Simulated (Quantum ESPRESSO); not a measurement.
Sn, 1 atom in the cell. It takes space group Im-3m (No. 229, cubic). The conventional cell has a = 3.789 Å, b = 3.789 Å, c = 3.789 Å, α = 90.00°, β = 90.00°, γ = 90.00°. Around Sn (site symmetry m-3m) lie 8 Sn at 3.28 Å. This isn't the form of Sn at room conditions, which is tetragonal (white tin).

| Item | Value |
| --- | --- |
| Program | Quantum ESPRESSO 7.5 |
| Task | phonons |
| Functional | revPBE |
| Potentials or basis | GBRV 1.5 PBE |
| Cutoff | 925 eV |
| Density cutoff | 7401 eV |
| k mesh | 7 × 7 × 7 |
| Occupations | cold, width 0.2 eV |
| Spin | no spin polarisation |
| Mixing beta | 0.5 |
| Most SCF iterations | 120 |
| SCF threshold | 2e-10 Ry |

Potentials or basis: GBRV 1.5 PBE.

Command:

```bash
$ OMP_NUM_THREADS=1 pw.x -in pw.in > pw.out
$ OMP_NUM_THREADS=1 pw.x -in relax.in > relax.out
$ OMP_NUM_THREADS=1 pw.x -in scf2.in > scf2.out
$ OMP_NUM_THREADS=1 ph.x -in ph.in > ph.out
```

Hardware: 1 thread of Arm Neoverse V2, with other jobs on the host.

**Question.** How long does it take, and how much memory?

**Answer.** It took 2.6 min on 1 thread of Arm Neoverse V2, on a shared host, peak memory 0.18 GiB. Counts: scf iterations 75, k pools 1, bands 13, ion steps 6, k points 20, g dense 39327.
